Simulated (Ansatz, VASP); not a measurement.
**SnS in VASP and in Ansatz**

```
Sn S
1.0
    11.44550    0.00000    0.00000
     0.00000    4.02328    0.00000
     0.00000    0.00000    4.45420
Sn S
4 4
Direct
  0.12154 0.25000 0.13001
  0.37846 0.75000 0.63001
  0.62154 0.25000 0.36999
  0.87846 0.75000 0.86999
  0.84990 0.25000 0.47744
  0.65010 0.75000 0.97744
  0.34990 0.25000 0.02256
  0.15010 0.75000 0.52256
```

Alike in both runs: functional PBE; k mesh 4 × 8 × 6; occupations gaussian, width 0.02 eV; no spin polarisation.

Ansatz relaxed the structure, and its values are those at the end. VASP's run is a single point on that final structure, the one shown.

```csv
,VASP,Ansatz
version,VASP 6.6.1,Ansatz 0.2.0
potentials or method,"VASP PAW PBE potentials, release 64 (Sn_d, S)","scalar-relativistic, plane waves, PAW"
plane-wave cutoff (eV),520,420
valence electrons in the cell,80,80
```

Ansatz gave:

* gap on the k mesh at the Fermi level (eV): 1.05
* least direct gap on the mesh (eV): 1.34
* pressure (GPa): 0.0
* rms of the force components (eV/Å): 0.001

Task: What did VASP give for the same quantities?

Result: gap on the k mesh at the Fermi level (eV): 1.05; least direct gap on the mesh (eV): 1.33; pressure (GPa): -0.1; rms of the force components (eV/Å): 0.003.

With one functional, cell and mesh, what is left measures potentials, basis and numerics.

Caveats: spin-orbit coupling is left out, which moves the levels of the heavy elements. A k mesh can miss the band edges.
